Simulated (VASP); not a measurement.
**MoS2: relaxation of the atoms with rev-vdW-DF2**

MoS2:

```
CELL_PARAMETERS angstrom
3.16900 0.00000 0.00000
-1.58450 2.74443 0.00000
0.00000 0.00000 11.70780
ATOMIC_POSITIONS crystal
Mo 0.33333 0.66667 0.25000
Mo 0.66667 0.33333 0.75000
S 0.33333 0.66667 0.61632
S 0.66667 0.33333 0.11632
S 0.33333 0.66667 0.88368
S 0.66667 0.33333 0.38368
```

```yaml
Program: VASP 6.6.1
Task: relaxation of the atoms
Functional: rev-vdW-DF2
Potentials_or_basis: VASP PAW PBE potentials, release 64 (Mo_sv, S)
Cutoff: 520 eV
k_mesh: 12 × 12 × 3
Occupations: gaussian, width 0.05 eV
Spin: no spin polarisation
Further_INCAR_settings: ALGO = Normal; EDIFF = 1e-06; IBRION = 2; EDIFFG = -0.01; NSW = 60
```

```json
{
  "Energy gained by relaxing": "0.3 meV/atom",
  "Ionic steps": "2",
  "Pressure after relaxing": "1.9 GPa",
  "Band gap on the k mesh": "0.58 eV, indirect (least direct gap 1.61 eV)"
}
```

Forces on the atoms (eV/Å):
```
Mo   0.000  0.000  0.000
Mo   0.000  0.000  0.000
S    0.000  0.000  0.003
S    0.000  0.000  0.003
S    0.000  0.000 -0.003
S    0.000  0.000 -0.003
```

Stress tensor (GPa, compression positive):
```
0.76 0.00 0.00
0.00 0.76 0.00
0.00 0.00 4.25
```

The path:
```csv
step,energy change (eV),largest force (eV/Å),pressure (GPa)
1,0.0000,0.1316,1.29
2,-0.0017,0.0028,1.92
```

Final structure:
```yaml
crystal:
  lattice:
    - [3.16900, 0.00000, 0.00000]
    - [-1.58450, 2.74443, 0.00000]
    - [0.00000, 0.00000, 11.70780]
  atoms:
    - { symbol: Mo, position: [0.33333, 0.66667, 0.25000] }
    - { symbol: Mo, position: [0.66667, 0.33333, 0.75000] }
    - { symbol: S, position: [0.33333, 0.66667, 0.61686] }
    - { symbol: S, position: [0.66667, 0.33333, 0.11686] }
    - { symbol: S, position: [0.33333, 0.66667, 0.88314] }
    - { symbol: S, position: [0.66667, 0.33333, 0.38314] }
```

Levels at points of the mesh, in eV from the valence-band top:
| k point | band 22 | band 23 | band 24 | band 25 | band 26 | band 27 | band 28 | band 29 | band 30 | band 31 |
| --- | --- | --- | --- | --- | --- | --- | --- | --- | --- | --- |
| (0.00, 0.00, 0.00) | -2.36 | -2.36 | -1.39 | -0.89 | 0.00 | 1.85 | 1.85 | 1.90 | 1.90 | 1.94 |
| (0.50, 0.00, 0.00) | -2.60 | -2.08 | -1.71 | -1.70 | -1.45 | 1.33 | 1.41 | 1.71 | 2.06 | 2.59 |

Run time: 2.6 min on 2 MPI ranks on Intel(R) Xeon(R) Platinum 8559C (Emerald Rapids), on a shared host, peak memory 0.55 GiB a rank.

The gap isn't set beside the measured one, since this odd mesh misses points on the zone boundary.

Caveat: the PAW data sets were made with another functional, which shifts forces and pressure a little; an odd mesh through Γ misses points on the zone boundary, where band edges often lie.
